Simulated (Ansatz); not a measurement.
## An elastic constant from a strain scan in Ta

Method: DFT PBEsol, scalar-relativistic, plane waves, PAW (Ansatz). Cutoff 420 eV, Γ-centred 24×24×12 k-points, Gaussian smearing of 0.15 eV. Spin–orbit coupling is left out, which can shift energies with elements as heavy as these. No spin polarisation. Energies are free energies at this smearing, counted from the undisturbed cell; pressure is positive in compression.

Reference structure (relaxed at this level; this form isn't the usual structure):

```xyz
2
Lattice="2.8669 0.0000 0.0000 -1.4335 2.4828 0.0000 0.0000 0.0000 5.0914" Properties=species:S:1:pos:R:3 pbc="T T T"
Ta    1.4335    0.8276    3.8186
Ta    0.0000    1.6552    1.2729
```

The cell is strained by ε times the Voigt pattern (0, 0, 0, 0, 0, 1) (xx, yy, zz, yz, xz, xy; engineering shear) with fractional coordinates fixed. The cell holds 2 atoms in V0 = 36.24 Å³. The stress column is τ = (1/V0) dE/dε, got from the stress tensor σ (compression positive) at each point as −det(1 + εP) σ : P(1 + εP)⁻¹, with P the pattern as a tensor.

| ε | ΔE (meV/atom) | τ (GPa) |
| --- | --- | --- |
| -0.0525 | 4.107 | -0.827 |
| -0.0450 | 3.340 | -0.967 |
| -0.0300 | 1.679 | -0.914 |
| -0.0150 | 0.439 | -0.513 |
| 0.0000 | 0.000 | 0.000 |
| 0.0150 | 0.439 | 0.513 |
| 0.0300 | 1.679 | 0.914 |
| 0.0450 | 3.340 | 0.967 |
| 0.0525 | 4.107 | 0.827 |
| 0.0600 | ? | ? |

Question: Which combination of elastic constants does this scan measure, and how large is it?

Answer: For small ε, τ = τ0 + Kε with K = pᵀCp, which for this pattern is C66 in the Cartesian frame shown. The parabola through τ at ε = -0.0150, 0 and 0.0150 has slope K = 34 GPa at zero. The energies per cell, E = NΔE, of the same two points give K = 2[E(ε₊)/ε₊ − E(ε₋)/ε₋]/[(ε₊ − ε₋)V0] = 34 GPa, in agreement. These are clamped-ion values.

Question: Predict the withheld row at ε = 0.0600 from the harmonic law, and compare.

Answer: ΔE = V0(τ0 ε + Kε²/2)/N = 6.956 meV/atom and τ = 2.05 GPa. The calculation gives 4.728 meV/atom and 0.63 GPa: the energy lies 32 % below the harmonic value.

Question: Does the stress pass a maximum?

Answer: Yes, near ε = 0.045, at about 1.0 GPa. Beyond it the stress falls as the strain grows, so a load held at that level would pull the clamped cell on; other instabilities can set in earlier, so the ideal strength is usually lower.

Forces appear on the atoms along this scan, and letting them relax would lower the energy and soften the response. In a metal these slopes depend on the k mesh and the smearing.

Cost: 6 runs of about 5.1 core-minutes in all, on Arm Neoverse V1 (shared hosts).